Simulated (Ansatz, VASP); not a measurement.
**One calculation of In3P4, two programs**

INCAR

```
SYSTEM = In3P4
PREC = Accurate
ENCUT = 520
EDIFF = 1E-6
ISMEAR = 0
SIGMA = 0.1
LREAL = .FALSE.
LASPH = .TRUE.
NELM = 100
ALGO = Normal
ISIF = 2
LWAVE = .FALSE.
LCHARG = .TRUE.
GGA = PE
LELF = .TRUE.
LVHAR = .TRUE.
NBANDS = 38
```

Contents of KPOINTS:

```
regular mesh
0
G
  4 4 4
  0 0 0
```

File POSCAR:

```
In3P4
1.0
    5.0241017700      0.0000000000      0.0000000000
    0.0000000000      5.0241017700      0.0000000000
    0.0000000000      0.0000000000      5.0241017700
In P
3 4
Direct
    0.5000000000      0.5000000000      0.0000000000
    0.0000000000      0.5000000000      0.5000000000
    0.5000000000      0.0000000000      0.5000000000
    0.5000000000      0.5000000000      0.5000000000
    0.5000000000      0.0000000000      0.0000000000
    0.0000000000      0.5000000000      0.0000000000
    0.0000000000      0.0000000000      0.5000000000
```

Input for Ansatz:

```yaml
crystal:
  lattice:
    - [5.02410177, 0.0, 0.0]
    - [0.0, 5.02410177, 0.0]
    - [0.0, 0.0, 5.02410177]
  atoms:
    - { symbol: In, position: [0.5, 0.5, 0.0] }
    - { symbol: In, position: [0.0, 0.5, 0.5] }
    - { symbol: In, position: [0.5, 0.0, 0.5] }
    - { symbol: P, position: [0.5, 0.5, 0.5] }
    - { symbol: P, position: [0.5, 0.0, 0.0] }
    - { symbol: P, position: [0.0, 0.5, 0.0] }
    - { symbol: P, position: [0.0, 0.0, 0.5] }
basis:
  ecutwfc: 420
kpoints:
  mp_grid: { grid: [4, 4, 4] }
hamiltonian:
  xc: pbe
scf:
  occupations: { method: gaussian, width: 0.1 }
  lower_state_search: "off"
output:
  forces: true
  stress: true
  eigenvalues: true
```

Change from the starting cell: species swapped into the W3N4 type (Pm-3m, No. 221).

Alike in both runs: task single point; functional PBE; k mesh 4 × 4 × 4; occupations gaussian, width 0.1 eV; no spin polarisation.

|  | VASP | Ansatz |
| --- | --- | --- |
| version | VASP 6.6.1 | Ansatz 0.2.0 |
| potentials or method | VASP PAW PBE potentials, release 64 (In_d, P) | scalar-relativistic, plane waves, PAW |
| plane-wave cutoff (eV) | 520 | 420 |
| valence electrons in the cell | 59 | 59 |

```csv
,VASP,Ansatz,Ansatz less VASP
gap on the k mesh at the Fermi level (eV),none,none,-
pressure (GPa),26.0,26.1,+0.09
```

A gap of «none» marks a metal or a gap that the smearing closes. The functional is the same, so the differences come from potentials, cutoffs and numerics.

Caveats: so large a pressure means that the cell lies far from this level's equilibrium, or that cutoff or potentials fall short (VASP).
